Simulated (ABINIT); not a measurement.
The system is Ru.

```
Ru
1.0
     2.70580    0.00000    0.00000
    -1.35290    2.34329    0.00000
     0.00000    0.00000    4.28190
Ru
2
Direct
  0.66667 0.33333 0.75000
  0.33333 0.66667 0.25000
```

```yaml
Program: ABINIT 10.8.3 (patched build)
Task: single point
Functional: PBE
Potentials_or_basis: JTH PAW PBE v2.0
Cutoff: 408 eV
k_mesh: 11 × 11 × 6
Occupations: fermi-dirac, width 0.05 eV
Spin: no spin polarisation
```

On this cell: pressure 4.2 GPa; largest force under 0.003 eV/Å; band gap on the k mesh none (metal or under the smearing width).

The same run follows on a disturbed copy (atoms moved at random, drawn with an rms of 0.05 Å):

```
Ru
1.0
     2.70580    0.00000    0.00000
    -1.35290    2.34329    0.00000
     0.00000    0.00000    4.28190
Ru
2
Direct
  0.67236 0.34385 0.74518
  0.32157 0.68043 0.24367
```

Problem. What does the disturbed cell give?

Solution. The energy (extrapolated to zero smearing) moves by +4.5 meV/atom; pressure 4.4 GPa; largest force 0.346 eV/Å; band gap on the k mesh none (metal or under the smearing width).

Forces in eV/Å, atoms in the order of the input:
```
Ru  -0.332  0.046 -0.082
Ru   0.332 -0.046  0.082
```

Stress tensor (GPa, compression positive):
```
4.08 1.04 0.05
1.04 4.58 0.01
0.05 0.01 4.63
```
